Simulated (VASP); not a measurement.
# Ti (Im-3m) in VASP: a series of runs

Aim: see how the results for Ti move with the level of theory and the settings. Levels: LDA, r2SCAN. Tasks: relaxation of cell and atoms.

Everything below comes from runs of VASP 6.6.1. Logs are shortened: lines on timing, memory, paths and dates and some standing lists are left out, and cuts for length are marked.

## 1. The crystal as given

Symmetry: Im-3m, No. 229, cubic system. Conventional cell: a = 3.282 Å, b = 3.282 Å, c = 3.282 Å, α = 90.00°, β = 90.00°, γ = 90.00°. Ti (site symmetry m-3m) is surrounded by 8 Ti at 2.84 Å.

This isn't the form of Ti at room conditions, which is hcp.

## 2. Relaxation of cell and atoms, LDA

The input, INCAR:

```
SYSTEM = Ti
PREC = Accurate
ENCUT = 600
EDIFF = 1E-6
ISMEAR = 1
SIGMA = 0.1
LREAL = .FALSE.
LASPH = .TRUE.
NELM = 80
ALGO = Normal
ISIF = 3
LWAVE = .FALSE.
LCHARG = .FALSE.
IBRION = 2
NSW = 90
EDIFFG = -0.01
```

The input, KPOINTS:

```
regular mesh
0
G
  16 16 16
  0 0 0
```

The input, POSCAR:

```
Ti
1.0
   -1.6410000000      1.6410000000      1.6410000000
    1.6410000000     -1.6410000000      1.6410000000
    1.6410000000      1.6410000000     -1.6410000000
Ti
1
Direct
    0.0000000000      0.0000000000      0.0000000000
```

Potentials or basis: VASP PAW LDA potentials, release 64 (Ti_sv).

The run is started by

```
cat potpaw_LDA.64/Ti_sv/POTCAR > POTCAR
mpirun -np 1 vasp_std > vasp.out
```

OUTCAR:

```text
SYSTEM = Ti
   PREC = Accurate
   ENCUT = 600
   EDIFF = 1E-6
   ISMEAR = 1
   LREAL = .FALSE.
   LASPH = .TRUE.
   NELM = 80
   ISIF = 3
   IBRION = 2
   NSW = 90
   EDIFFG = -0.01

 ion  position               nearest neighbor table
   1  0.000  0.000  0.000-

  LATTYP: Found a body centered cubic cell.
 ALAT       =     3.2820000000

  Lattice vectors:

 A1 = (  -1.6410000000,   1.6410000000,   1.6410000000)
 A2 = (   1.6410000000,  -1.6410000000,   1.6410000000)
 A3 = (   1.6410000000,   1.6410000000,  -1.6410000000)

Analysis of symmetry for initial positions (statically):
=====================================================================
 Subroutine PRICEL returns:
 Original cell was already a primitive cell.

 Routine SETGRP: Setting up the symmetry group for a
 body centered cubic supercell.

 Subroutine GETGRP returns: Found 48 space group operations
 (whereof 48 operations were pure point group operations)
 out of a pool of 48 trial point group operations.

The static configuration has the point symmetry O_h .

Analysis of symmetry for dynamics (positions and initial velocities):
=====================================================================
 Subroutine PRICEL returns:
 Original cell was already a primitive cell.

 Routine SETGRP: Setting up the symmetry group for a
 body centered cubic supercell.

 Subroutine GETGRP returns: Found 48 space group operations
 (whereof 48 operations were pure point group operations)
 out of a pool of 48 trial point group operations.

The dynamic configuration has the point symmetry O_h .

 Subroutine INISYM returns: Found 48 space group operations
 (whereof 48 operations are pure point group operations),
 and found     1 'primitive' translations

----------------------------------------------------------------------------------------

                                     Primitive cell

  volume of cell :      17.6761

  direct lattice vectors                    reciprocal lattice vectors
    -1.641000000  1.641000000  1.641000000     0.000000000  0.304692261  0.304692261
     1.641000000 -1.641000000  1.641000000     0.304692261  0.000000000  0.304692261
     1.641000000  1.641000000 -1.641000000     0.304692261  0.304692261  0.000000000

  length of vectors
     2.842295375  2.842295375  2.842295375     0.430899928  0.430899928  0.430899928

  position of ions in fractional coordinates (direct lattice)
     0.000000000  0.000000000  0.000000000

  ion indices of the primitive-cell ions
   primitive index   ion index
                 1           1

----------------------------------------------------------------------------------------

 KPOINTS: regular mesh

Automatic generation of k-mesh.
 Grid dimensions read from file:
 generate k-points for:   16   16   16

 Generating k-lattice:

  Cartesian coordinates                     Fractional coordinates (reciprocal lattice)
     0.000000000  0.019043266  0.019043266     0.062500000  0.000000000  0.000000000
     0.019043266  0.000000000  0.019043266     0.000000000  0.062500000  0.000000000
     0.019043266  0.019043266  0.000000000     0.000000000  0.000000000  0.062500000

  Length of vectors
     0.026931245  0.026931245  0.026931245

  Shift w.r.t. Gamma in fractional coordinates (k-lattice)
     0.000000000  0.000000000  0.000000000

 Subroutine IBZKPT returns following result:
 ===========================================

 Found    145 irreducible k-points:

 Following reciprocal coordinates:
            Coordinates               Weight
  0.000000  0.000000  0.000000      1.000000
  0.062500  0.000000  0.000000     12.000000
  0.125000  0.000000  0.000000     12.000000
  0.187500  0.000000  0.000000     12.000000
  0.250000  0.000000  0.000000     12.000000
  0.312500  0.000000  0.000000     12.000000
[... 16 lines left out ...]
  0.187500  0.187500  0.000000     24.000000
  0.250000  0.187500 -0.000000     48.000000
 [... further k-points ...]
   k-points           NKPTS =    145   k-points in BZ     NKDIM =    145   number of bands    NBANDS=     10
   number of dos      NEDOS =    301   number of ions     NIONS =      1
   total plane-waves  NPLWV =  13824
   dimension x,y,z NGX =    24 NGY =   24 NGZ =   24
   dimension x,y,z NGXF=    48 NGYF=   48 NGZF=   48
   ions per type =               1
   NGX,Y,Z   is equivalent  to a cutoff of  14.04, 14.04, 14.04 a.u.
   NGXF,Y,Z  is equivalent  to a cutoff of  28.08, 28.08, 28.08 a.u.
 SYSTEM =  Ti
   PREC   = accura    normal or accurate (medium, high low for compatibility)
   ISTART =      0    job   : 0-new  1-cont  2-samecut
   ICHARG =      2    charge: 1-file 2-atom 10-const
   ISPIN  =      1    spin polarized calculation?
   LNONCOLLINEAR =      F non collinear calculations
   LSORBIT =      F    spin-orbit coupling
   LASPH  =      T    aspherical Exc in radial PAW
   ENCUT  =  600.0 eV  44.10 Ry    6.64 a.u.   5.68  5.68  5.68*2*pi/ulx,y,z
   NELM   =     80;   NELMIN=  2; NELMDL= -5     # of ELM steps
   EDIFF  = 0.1E-05   stopping-criterion for ELM
   LREAL  =      F    real-space projection
   EDIFFG = -.1E-01   stopping-criterion for IOM
   NSW    =     90    number of steps for IOM
   IBRION =      2    ionic relax: 0-MD 1-quasi-New 2-CG
   NFREE  =      1    steps in history (QN), initial steepest desc. (CG)
   ISIF   =      3    stress and relaxation
   ISYM   =      2    0-nonsym 1-usesym 2-fastsym
   POTIM  = 0.5000    time-step for ionic-motion
   TEBEG  =    0.0;   TEEND  =   0.0 temperature during run
   PSTRESS=    0.0 pullay stress
   NELECT =      12.0000    total number of electrons
   NUPDOWN=      -1.0000    fix difference up-down
   EMIN   =  10.00;   EMAX   =-10.00  energy-range for DOS
   EFERMI =   0.00;   METHOD = LEGACY
   ISMEAR =     1;   SIGMA  =   0.10  broadening in eV -4-tet -1-fermi 0-gaus
   EFERMI_NEDOS =   21; number of points for ismear=-14 and -15
   IALGO  =     38    algorithm
   IMIX   =      4    mixing-type and parameters
     AMIX     =   0.40;   BMIX     =  1.00
     AMIX_MAG =   1.60;   BMIX_MAG =  1.00
  volume/ion in A,a.u.               =      17.68       119.28
  Fermi-wavevector in a.u.,A,eV,Ry     =   1.438821  2.718977 28.166848  2.070205
  Thomas-Fermi vector in A             =   2.557745
   LORBIT       =      0    0 simple, 1 ext, 2 COOP (PROOUT), +10 PAW based schemes
   GGA     = CA    functional components
   LHFCALC =     F    Hartree Fock is set to
   AEXX    =    0.0000 exact exchange contribution
   IVDW    =     0    specifies the selected vdW correction
   LEPSILON=     F    determine dielectric tensor
   LRPA    =     F    only Hartree local field effects (RPA)
 conjugate gradient relaxation of ions
 non-spin polarized calculation
 Methfessel and Paxton  Order N= 1 SIGMA  =   0.10
  energy-cutoff  :      600.00
  volume of cell :       17.68
 maximum number of plane-waves:       604
   NGX = 11   NGY = 11   NGZ = 11

--------------------------------------- Ionic step        1  -------------------------------------------

 number of electron      12.0000001 magnetization

 Free energy of the ion-electron system (eV)
  ---------------------------------------------------
  ext. energy  EPLUGINS =         0.00000000
  ---------------------------------------------------
  free energy    TOTEN  =        -8.39396917 eV

  energy without entropy =       -8.39606484  energy(sigma->0) =       -8.39466773

------------------------ aborting loop because EDIFF is reached ----------------------------------------

  FORCE on cell =-STRESS in cart. coord.  units (eV):
  Direction    XX          YY          ZZ          XY          YZ          ZX
  --------------------------------------------------------------------------------------
  -------------------------------------------------------------------------------------
  Total       -1.2277830     -1.2277830     -1.2277830     -0.0000000      0.0000000     -0.0000000
  in kB     -111.2875190   -111.2875190   -111.2875190     -0.0000000      0.0000000     -0.0000000
  external PRESSURE =    -111.2875190 kB  Pullay stress =       0.0000000 kB

 VOLUME and BASIS-vectors are now :
 -----------------------------------------------------------------------------
  energy-cutoff  :      600.00
  volume of cell :       17.68
      direct lattice vectors                 reciprocal lattice vectors
    -1.641000000  1.641000000  1.641000000     0.000000000  0.304692261  0.304692261
     1.641000000 -1.641000000  1.641000000     0.304692261  0.000000000  0.304692261
     1.641000000  1.641000000 -1.641000000     0.304692261  0.304692261  0.000000000
[... 36 lines left out ...]
 POSITION                                       TOTAL-FORCE (eV/Angst)
 -----------------------------------------------------------------------------------
      1.54380      1.54380      1.54380        -0.000000     -0.000000     -0.000000
 -----------------------------------------------------------------------------------
    total drift:                               -0.000000     -0.000000      0.000000

  FREE ENERGIE OF THE ION-ELECTRON SYSTEM (eV)
  ---------------------------------------------------
  free  energy   TOTEN  =        -8.4309515905 eV

  energy  without entropy=       -8.4311986894  energy(sigma->0) =       -8.43103396

--------------------------------------- Ionic step        3  -------------------------------------------

 number of electron      12.0000003 magnetization

 Free energy of the ion-electron system (eV)
  ---------------------------------------------------
  ext. energy  EPLUGINS =         0.00000000
  ---------------------------------------------------
  free energy    TOTEN  =        -8.46368033 eV

  energy without entropy =       -8.46492467  energy(sigma->0) =       -8.46409511

 E-fermi :   8.8398     XC(G=0): -12.2286

 val. band max:        8.8326783037   @ k =  -0.4375   0.4375   0.1250
 cond. band min:       8.8435895272   @ k =  -0.3125   0.3125   0.0625
 fundamental gap:      0.0109112236
 Fermi energy:         8.8398018751

 k-point     1 :       0.0000    0.0000    0.0000
  band No.  band energies     occupation
      1     -46.8352      2.00000
      2     -22.9299      2.00000
      3     -22.9299      2.00000
      4     -22.9299      2.00000
      5       2.7881      2.00000
      6       9.8602     -0.00000
      7       9.8602     -0.00000
      8       9.8602     -0.00000
      9      11.8478      0.00000
     10      11.8478      0.00000

 k-point     2 :       0.0625    0.0000    0.0000
  band No.  band energies     occupation
      1     -46.8277      2.00000
      2     -22.9672      2.00000
      3     -22.9411      2.00000
      4     -22.9302      2.00000
      5       2.9348      2.00000
      6       9.7903     -0.00000
      7       9.8418     -0.00000
      8       9.9710     -0.00000
      9      11.7641      0.00000
     10      11.8517      0.00000
[... 274 lines left out ...]
 k-point    24 :       0.2500    0.1875   -0.0000
  band No.  band energies     occupation
      1     -46.6578      2.00000
      2     -23.6570      2.00000
      3     -23.2237      2.00000
      4     -23.0083      2.00000
      5       6.5253      2.00000
      6       8.3942      2.00000
      7       8.8562      0.72720
      8      11.5021      0.00000
      9      12.2986      0.00000
     10      13.5614      0.00000

 [... further k-points ...]

------------------------ aborting loop because EDIFF is reached ----------------------------------------

  FORCE on cell =-STRESS in cart. coord.  units (eV):
  Direction    XX          YY          ZZ          XY          YZ          ZX
  --------------------------------------------------------------------------------------
  -------------------------------------------------------------------------------------
  Total        0.0009209      0.0009209      0.0009209     -0.0000000     -0.0000000      0.0000000
  in kB        0.0931717      0.0931717      0.0931717     -0.0000000     -0.0000000      0.0000000
  external PRESSURE =       0.0931717 kB  Pullay stress =       0.0000000 kB

 VOLUME and BASIS-vectors are now :
 -----------------------------------------------------------------------------
  energy-cutoff  :      600.00
  volume of cell :       15.84
      direct lattice vectors                 reciprocal lattice vectors
    -1.581974105  1.581974105  1.581974105     0.000000000  0.316060799  0.316060799
     1.581974105 -1.581974105  1.581974105     0.316060799  0.000000000  0.316060799
     1.581974105  1.581974105 -1.581974105     0.316060799  0.316060799  0.000000000

 POSITION                                       TOTAL-FORCE (eV/Angst)
 -----------------------------------------------------------------------------------
      0.00000      0.00000      0.00000         0.000000      0.000000      0.000000
 -----------------------------------------------------------------------------------
    total drift:                               -0.000000      0.000000      0.000000

  FREE ENERGIE OF THE ION-ELECTRON SYSTEM (eV)
  ---------------------------------------------------
  free  energy   TOTEN  =        -8.4636803327 eV

  energy  without entropy=       -8.4649246699  energy(sigma->0) =       -8.46409511

 reached required accuracy - stopping structural energy minimisation
```

Run time: 46 s. Hardware: 1 thread of Intel Xeon Platinum 8488C (Sapphire Rapids), shared host; peak memory 0.16 GiB.

What came out:

```yaml
Free_energy: -8.4637 eV
Relaxed_volume: 15.84 Å³/atom
Relaxed_cell: a = 2.740 Å, b = 2.740 Å, c = 2.740 Å, α = 109.47°, β = 109.47°, γ = 109.47°
Space_group_after_relaxing_to_0.05_Å: Im-3m (No. 229)
Energy_gained_by_relaxing: 69.7 meV/atom
Ionic_steps: 3
Pressure_after_relaxing: 0.0 GPa
Band_gap_on_the_k_mesh: none (metal or under the smearing width)
```

The path:
```csv
step,energy change (eV),largest force (eV/Å),pressure (GPa),volume (Å³)
1,0.0000,0.0000,-11.13,17.68
2,-0.0370,0.0000,9.90,14.72
3,-0.0697,0.0000,0.01,15.84
```

Final structure:
```cif
data_structure
_symmetry_space_group_name_H-M 'P 1'
_symmetry_Int_Tables_number 1
_cell_length_a 2.7401
_cell_length_b 2.7401
_cell_length_c 2.7401
_cell_angle_alpha 109.471
_cell_angle_beta 109.471
_cell_angle_gamma 109.471
_cell_volume 15.84
loop_
_atom_site_label
_atom_site_type_symbol
_atom_site_fract_x
_atom_site_fract_y
_atom_site_fract_z
_atom_site_occupancy
Ti1 Ti 0.00000 0.00000 0.00000 1
```

Caveat: the volume moved by -10 % from the deposited cell, more than functionals usually miss.

## 3. Relaxation of cell and atoms, LDA

This run uses another cell than the first one, of 15.84 Å³/atom, 0.896 times its volume.

INCAR, as its differences from that of step 2:

```diff
@@ -3,3 +3,3 @@
 ENCUT = 600
-EDIFF = 1E-6
+EDIFF = 1E-7
 ISMEAR = 1
@@ -15,2 +15,2 @@
 NSW = 90
-EDIFFG = -0.01
+EDIFFG = -0.005
```

KPOINTS is that of step 2.

The input, POSCAR:

```
Ti                                      
1.0
   -1.5819741048      1.5819741048      1.5819741048
    1.5819741048     -1.5819741048      1.5819741048
    1.5819741048      1.5819741048     -1.5819741048
  Ti            
     1
Direct
     0.0000000000000000    0.0000000000000000    0.0000000000000000
```

Potentials or basis: VASP PAW LDA potentials, release 64 (Ti_sv).

The run is started by

```
cat potpaw_LDA.64/Ti_sv/POTCAR > POTCAR
mpirun -np 1 vasp_std > vasp.out
```

Run time: 19 s. Hardware: 1 thread of Intel Xeon Platinum 8488C (Sapphire Rapids), shared host; peak memory 0.15 GiB.

It converged, with:

```
Free energy             : -8.4629 eV
Pressure after relaxing : 0.0 GPa
Band gap on the k mesh  : none (metal or under the smearing width)
```

Final structure:
```xyz
1
Lattice="-1.5820 1.5820 1.5820 1.5820 -1.5820 1.5820 1.5820 1.5820 -1.5820" Properties=species:S:1:pos:R:3 pbc="T T T"
Ti    0.0000    0.0000    0.0000
```

Levels at points of the mesh, in eV from the Fermi level:
```
           k point  band 2  band 3  band 4  band 5  band 6  band 7  band 8  band 9  band 10
(0.00, 0.00, 0.00)  -31.77  -31.77  -31.77   -6.05    1.02    1.02    1.02    3.01     3.01
(0.50, 0.00, 0.00)  -32.70  -32.06  -31.78   -2.69   -0.54    1.56    3.01    3.40     4.78
(0.50, 0.50, 0.50)  -32.40  -32.40  -32.40   -2.44   -2.44    4.37    4.37    4.37     9.18
```

Caveat: the relaxation stopped at its first step, so nothing moved.

## 4. Relaxation of cell and atoms, r2SCAN

The input, INCAR:

```
PREC     = Accurate       # precision mode
ENCUT    = 600            # plane-wave cutoff, eV
EDIFF    = 1E-6           # SCF threshold, eV
ISMEAR   = 1              # smearing method
SIGMA    = 0.1            # smearing width, eV
LREAL    = False          # projectors in reciprocal space
LASPH    = True           # aspherical terms in the spheres
NELM     = 80             # most SCF steps
ALGO     = Normal         # electronic algorithm
ISIF     = 3              # what is computed and relaxed
LWAVE    = False          # write WAVECAR
LCHARG   = False          # write CHGCAR
METAGGA  = R2SCAN         # meta-GGA
LMIXTAU  = True         
IBRION   = 2              # ionic algorithm
NSW      = 90             # ionic steps
EDIFFG   = -0.01          # ionic threshold
```

The input, KPOINTS:

```
Automatic mesh
0
Gamma
  16 16 16
```

The input, POSCAR:

```
Ti
1.0
   -1.6410000000      1.6410000000      1.6410000000
    1.6410000000     -1.6410000000      1.6410000000
    1.6410000000      1.6410000000     -1.6410000000
Ti
1
Direct
    0.0000000000      0.0000000000      0.0000000000
```

Potentials or basis: VASP PAW PBE potentials, release 64 (Ti_sv).

The run is started by

```
cat potpaw_PBE.64/Ti_sv/POTCAR > POTCAR
mpirun -np 1 vasp_std > vasp.out
```

It took 5.5 min on 1 thread of Intel Xeon Platinum 8259CL at 2.50GHz (Skylake/Cascade Lake), shared host; peak memory 0.18 GiB.

Results (log left out):

- Free energy: -12.8129 eV
- Relaxed volume: 17.24 Å³/atom
- Relaxed cell: a = 2.819 Å, b = 2.819 Å, c = 2.819 Å, α = 109.47°, β = 109.47°, γ = 109.47°
- Space group after relaxing (to 0.05 Å): Im-3m (No. 229)
- Energy gained by relaxing: 3.5 meV/atom
- Ionic steps: 3
- Pressure after relaxing: 0.0 GPa
- Band gap on the k mesh: none (metal or under the smearing width)

Step by step:
```
step  energy change (eV)  largest force (eV/Å)  pressure (GPa)  volume (Å³)
   1              0.0000                0.0000           -2.54        17.68
   2             -0.0020                0.0000            1.78        16.97
   3             -0.0035                0.0000           -0.02        17.24
```

Final structure:
```
Ti
1.0
    -1.62754    1.62754    1.62754
     1.62754   -1.62754    1.62754
     1.62754    1.62754   -1.62754
Ti
1
Direct
  0.00000 0.00000 0.00000
```

Levels at points of the mesh, in eV from the Fermi level:
```tsv
k point	band 3	band 4	band 5	band 6	band 7	band 8	band 9	band 10
(0.00, 0.00, 0.00)	-33.68	-33.68	-6.35	1.16	1.16	1.16	2.96	2.96
(0.50, 0.00, 0.00)	-33.90	-33.68	-2.59	-0.33	0.99	2.97	3.32	4.54
(0.50, 0.50, 0.50)	-34.16	-34.16	-2.28	-2.28	4.17	4.17	4.17	8.82
```

Caveat: the PAW data sets were made with another functional, which shifts forces and pressure a little.

(Part 1 of 2 ends here.)
